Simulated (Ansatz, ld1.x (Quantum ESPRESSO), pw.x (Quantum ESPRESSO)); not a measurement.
**From atom to crystal: TM potential for tungsten (W)**

- Element: W (Z = 74)
- Generator: ld1.x (Quantum ESPRESSO) 7.5
- Type: norm-conserving Troullier–Martins (Kleinman–Bylander form)
- Functional: PBE
- Relativity: scalar-relativistic
- Frozen core: [Xe] 4f14
- Valence charge: 6
- Reference configuration: 5d4 6s1 6p1
- Partial waves: 6s (bound): rc 2.65 bohr; 5d (bound): rc 1.80 bohr; 6p (bound): rc 3.45 bohr
- Local potential: the p channel
- Core correction: Bessel-smoothed model core inside 1.65 bohr

Atomic tests: cutoffs needed: 30 Ry and 35 Ry (the cutoffs (Ry, on a coarse ladder) from which the occupation-weighted sum of valence levels, in a spherical-Bessel basis at the reference potential, stays within 10 and 1 mRy of its value at 400 Ry); ghost test: no extra level below or beside the all-electron valence levels (s, d, p, f tested) (spherical-Bessel basis up to 400 Ry, 20 bohr box); configuration tests: 1 of 7 tests not solved or not reliable.

Crystal test: fcc W in pw.x 7.5, no spin, 14³ k-points, Fermi–Dirac smearing 0.01 Ry, cutoffs 50/200 Ry. The reference is all-electron LAPW (Ansatz 0.2.0) with the same functional, mesh and smearing; V0 and B0 come from Birch–Murnaghan fits to the pressures at five volumes. Errors are pseudo minus all-electron; Δ is the rms difference of the E(V) curves that follow from these fits, minima aligned, over ±6 % about the mean V0. Mesh and smearing are coarse, so the numbers serve the comparison and aren't converged zero-temperature values; the lattice is a test structure that the element need not adopt.

All-electron: a0 = 4.039 Å (V0 = 16.47 Å³/atom), B0 = 280.9 GPa.

Problem. How far does the potential miss the all-electron equation of state?

Solution. mean pressure error (GPa): +34.01. The pressure does not cross zero within the volumes sampled, so no fit is given. The largest radius (3.45 bohr) exceeds half the bond length (2.70 bohr), so the spheres overlap, which is one possible source of error among others. This is a poor potential for the solid. Atomic configuration tests: 1 of 7 tests not solved or not reliable.

```csv
V (Å³/atom),P all-electron (GPa),P pseudo (GPa)
15.654,15.90,56.82
16.066,7.42,44.48
16.478,-0.06,33.57
16.890,-6.66,23.92
17.302,-12.47,15.39
```

Problem. At the middle volume, how do free energy and pressure move when the wave cutoff is lowered (ecutrho kept at four times it)?

Solution.

```csv
cutoff (Ry),shift of F (meV/atom),shift of P (GPa)
22,+1022.6,-41.19
30,+53.2,-4.08
40,+1.3,+0.06
```

Input at the middle volume:

```
&control
  calculation='scf', prefix='x', pseudo_dir='./', outdir='./tmp', tstress=.true., disk_io='low'
/
&system
  ibrav=0, nat=1, ntyp=1, ecutwfc=50, ecutrho=200, nbnd=10,
  occupations='smearing', smearing='fd', degauss=0.01
/
&electrons
  conv_thr=1e-09, mixing_beta=0.4, electron_maxstep=70
/
ATOMIC_SPECIES
W 1.0 W.UPF
CELL_PARAMETERS angstrom
  0.00000000 2.01972156 2.01972156
  2.01972156 0.00000000 2.01972156
  2.01972156 2.01972156 0.00000000
ATOMIC_POSITIONS crystal
W 0.0000 0.0000 0.0000
K_POINTS automatic
14 14 14 0 0 0
```

```bash
pw.x < W.scf.in > W.scf.out
```

Lines of the output:

```
Message from routine setup:
     using ibrav=0 with symmetry is DISCOURAGED, use correct ibrav instead
     lattice parameter (alat)  =       5.3977  a.u.
     unit-cell volume          =     111.1991 (a.u.)^3
     number of electrons       =         6.00
     number of Kohn-Sham states=           10
     kinetic-energy cutoff     =      50.0000  Ry
     charge density cutoff     =     200.0000  Ry
     scf convergence threshold =      1.0E-09
     Exchange-correlation= PBE
     number of k points=   104  Fermi-Dirac smearing, width (Ry)=  0.0100
     iteration #  1     ecut=    50.00 Ry     beta= 0.40
     total energy              =     -38.74482078 Ry
     estimated scf accuracy    <       0.04359675 Ry
     iteration #  2     ecut=    50.00 Ry     beta= 0.40
     total energy              =     -38.74246602 Ry
     estimated scf accuracy    <       0.00801118 Ry
     iteration #  3     ecut=    50.00 Ry     beta= 0.40
     total energy              =     -38.74366336 Ry
     estimated scf accuracy    <       0.00012144 Ry
     iteration #  4     ecut=    50.00 Ry     beta= 0.40
     total energy              =     -38.74366892 Ry
     estimated scf accuracy    <       0.00002555 Ry
     iteration #  5     ecut=    50.00 Ry     beta= 0.40
     total energy              =     -38.74367428 Ry
     estimated scf accuracy    <       0.00000148 Ry
     iteration #  6     ecut=    50.00 Ry     beta= 0.40
     total energy              =     -38.74367458 Ry
     estimated scf accuracy    <       0.00000003 Ry
     iteration #  7     ecut=    50.00 Ry     beta= 0.40
     total energy              =     -38.74367458 Ry
     estimated scf accuracy    <          7.8E-09 Ry
     iteration #  8     ecut=    50.00 Ry     beta= 0.40
     the Fermi energy is    14.7757 ev
!    total energy              =     -38.74367458 Ry
     estimated scf accuracy    <          8.2E-10 Ry
     smearing contrib. (-TS)   =      -0.00520098 Ry
     The total energy is F=E-TS. E is the sum of the following terms:
     one-electron contribution =      11.64309853 Ry
     hartree contribution      =       0.20288453 Ry
     xc contribution           =     -28.96183179 Ry
     ewald contribution        =     -21.62262488 Ry
     convergence has been achieved in   8 iterations
          total   stress  (Ry/bohr**3)                   (kbar)     P=      335.68
```

The run at the middle volume (104 k-points, 8 iterations) took about 6.8 s on one core of a shared host (Neoverse-V1, 32 threads, 247 GiB, load 21).
